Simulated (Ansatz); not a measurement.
Se, DFT, PBE, PAW with Ansatz's default frozen-core files, scalar-relativistic (Ansatz 0.2.0), run on 1 thread of Intel(R) Xeon(R) Platinum 8259CL CPU @ 2.50GHz (Skylake/Cascade Lake) on a shared host.

The cell was built from the hcp type and relaxed in the same program; it needn't be a known or the stable phase. The listed cell was then made from it by scaling, straining or moving an atom.

Command: `ansatz run input.yaml --threads 1 --pin off --max-ram 2048MiB --backend cpu --events-out ev --progress --plain --runs-dir out`

```yaml
crystal:
  lattice:
    - [3.6465836012, 0.0, 0.0]
    - [-1.8232918006, 3.1580340356, 0.0]
    - [0.0, 0.0, 3.7742943978]
  atoms:
    - { symbol: Se, position: [0.3333333333, 0.6666666667, 0.25] }
    - { symbol: Se, position: [0.6666666667, 0.3333333333, 0.75] }
kpoints:
  mp_grid: { grid: [19, 19, 10] }
scf:
  occupations: { method: fermi_dirac, width: 0.03 }
hamiltonian:
  xc: pbe
  pseudopotentials: { kind: paw }
output:
  forces: true
  stress: true
  eigenvalues: true
  efg: { contact_densities: true }
```

**Question.** How large is the problem that the program sets up?

**Answer.** 240 irreducible k-points, 853 plane waves at Γ, 20 bands.

**Question.** About how long does it take?

**Answer.** 12 s of wall time for 6 SCF iterations. Times on shared machines scatter by tens of per cent.

**Question.** And the same cell and mesh by full-potential LAPW, asked for forces, stress, eigenvalues, on the same hardware?

**Answer.** 54 s.
